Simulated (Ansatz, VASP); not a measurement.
Hf7N: VASP beside Ansatz

```xyz
8
Lattice="4.2342 2.4446 2.6175 -4.2342 2.4446 2.6175 0.0000 -4.8892 2.6175" Properties=species:S:1:pos:R:3 pbc="T T T"
Hf   -0.5528   -3.1433    3.9090
Hf    2.9986    1.0929    3.9090
Hf    2.4458   -2.0504    3.9436
Hf   -2.9986   -1.0929    3.9436
Hf    0.5528    3.1433    3.9436
Hf   -2.4458    2.0504    3.9090
Hf    0.0000    0.0000    3.9263
N     0.0000    0.0000    0.0000
```

Alike in both runs: functional PBE; k mesh 3 × 3 × 3; occupations gaussian, width 0.2 eV; no spin polarisation.

Ansatz relaxed the structure, and its values are those at the end. VASP's run is a single point on that final structure, the one shown.

```csv
,VASP,Ansatz
version,VASP 6.6.1,Ansatz 0.2.0
potentials or method,"VASP PAW PBE potentials, release 64 (Hf_pv, N)","scalar-relativistic, plane waves, PAW"
plane-wave cutoff (eV),520,420
valence electrons in the cell,75,187
```

```csv
,VASP,Ansatz,Ansatz less VASP
gap on the k mesh at the Fermi level (eV),none,none,-
pressure (GPa),-1.2,-0.6,+0.66
rms of the force components (eV/Å),0.023,0.040,+0.0166
```

A gap of «none» marks a metal or a gap that the smearing closes. The functional is the same, so the differences come from potentials, cutoffs and numerics. The two sets of potentials don't hold the same shells in valence.

Caveats: the k mesh is coarse (spacing up to 0.39 Å⁻¹), so the values aren't converged. Spin-orbit coupling is left out, which matters for the levels of Hf.
